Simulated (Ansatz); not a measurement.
Input for Ansatz (plane-wave DFT), SrO:

```yaml
crystal:
  lattice:
    - [-2.1377331328, 3.702662399, 0.0]
    - [4.2754662656, 0.0, 0.0]
    - [0.0, 0.0, 5.15559499]
  atoms:
    - { symbol: Sr, position: [0.6666666667, 0.3333333333, 0.9381277] }
    - { symbol: Sr, position: [0.3333333333, 0.6666666667, 0.4381277] }
    - { symbol: O, position: [0.6666666667, 0.3333333333, 0.4368723] }
    - { symbol: O, position: [0.3333333333, 0.6666666667, 0.9368723] }
basis:
  ecutwfc: 420
kpoints:
  mp_grid: { grid: [1, 5, 2] }
hamiltonian:
  xc: pbe
scf:
  occupations: { method: gaussian, width: 0.1 }
  eigensolver: { mixed_precision: false }
  max_iter: 97
output:
  forces: true
  stress: true
  eigenvalues: true
```

Command:

```bash
ansatz run input.yaml --threads 1 --pin off --max-ram 1331MiB --backend cpu --events-out ev --progress --plain --runs-dir out
```

Output, shortened (HF is the Harris–Foulkes energy, dr2 the density residual in eV):

```text
Warning: crystal.symmetry: narrowed to the stabiliser of the k-point mesh — unitary ops 12 → 4; excluded 8 operations that carry a point of the 1×5×2 mesh (shift [0, 0, 0]) off the mesh (the run samples exactly the mesh kpoints.mp_grid names, as under crystal.symmetry.detect: false, and its converged state has the mesh's symmetry, not the crystal's …
Pseudopotential: Sr, paw, valence charge 10, recommended cutoff 420 eV (normal)
Pseudopotential: O, paw, valence charge 6, recommended cutoff 420 eV (normal)
Crystal: 4 atoms, lattice volume = 81.616 Å³
Basis set: ecut = 420 eV, 1607 PW (Γ), exchange–correlation on 60×60×72 points (8 copies of the dense FFT grid, shifted against one another)
Bands: 20, of which v1, the nominal top of the filled ones, is band 16 counted from 1 (15 counted from 0)
Symmetry: 4 space group operations
k-points: 6 of 10
Initial density: superposition of atomic densities, corrected by the library's trained network
SCF iter   1: HF=-8229.527594 eV  Δρ=1.21e-2  dr2=3.88e-2
SCF iter   2: HF=-8229.519420 eV  Δρ=5.78e-3  dr2=1.02e-2
SCF iter   3: HF=-8229.519611 eV  Δρ=1.99e-3  dr2=2.48e-3
SCF iter   4: HF=-8229.519414 eV  Δρ=5.60e-4  dr2=2.82e-4
SCF iter   5: HF=-8229.519631 eV  Δρ=1.65e-4  dr2=2.16e-5
SCF iter   6: HF=-8229.519657 eV  Δρ=5.16e-5  dr2=2.57e-6
SCF iter   7: HF=-8229.519664 eV  Δρ=9.86e-6  dr2=1.35e-7
SCF iter   8: F=-8229.519664 eV  HF=-8229.519664 eV  Δρ=3.45e-6  dr2=1.09e-8
SCF 1 converged in 8 iterations: F = -8229.519664 eV  dr2 = 1.09e-8
SCF converged after 8 iterations
Free energy (F): -8229.519664 eV
E sigma→0 (E₀):  -8229.519664 eV
Fermi energy:    7.337689 eV
--- Forces (eV/Å), atoms counted from 1 ---
  atom   1  Sr     0.37765086     0.21803683    -0.01770428
  atom   2  Sr    -0.37765086    -0.21803683    -0.01770428
  atom   3  O      0.28538374     0.16476638     0.01769200
  atom   4  O     -0.28538374    -0.16476638     0.01769200
--- Stress (GPa, compression-positive) ---
       -2.737066       3.112550       0.000000
        3.112550      -6.331129       0.000000
        0.000000       0.000000       1.987008
  P = ⅓ Tr σ = -2.3604 GPa (-23.604 kbar)
```

The inputs are trials, many of them unsound on purpose. Their numbers show the effect of the settings and aren't properties of the material.